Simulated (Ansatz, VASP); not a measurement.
Two plane-wave programs on Sn

```xyz
1
Lattice="1.6347 -2.8343 0.0000 1.6347 2.8343 0.0000 0.0000 0.0000 3.0699" Properties=species:S:1:pos:R:3 pbc="T T T"
Sn    0.0000    0.0000    0.0000
```

Alike in both runs: functional PBE; k mesh 20 × 20 × 12; occupations gaussian, width 0.1 eV; no spin polarisation.

Ansatz relaxed the structure, and its values are those at the end. VASP's run is a single point on that final structure, the one shown.

|  | VASP | Ansatz |
| --- | --- | --- |
| version | VASP 6.6.1 | Ansatz 0.2.0 |
| potentials or method | VASP PAW PBE potentials, release 64 (Sn_d) | scalar-relativistic, plane waves, PAW |
| plane-wave cutoff (eV) | 520 | 420 |
| valence electrons in the cell | 14 | 14 |

|  | VASP | Ansatz | Ansatz less VASP |
| --- | --- | --- | --- |
| gap on the k mesh at the Fermi level (eV) | none | none | - |
| pressure (GPa) | -0.1 | 0.0 | +0.05 |

A gap of «none» marks a metal or a gap that the smearing closes.
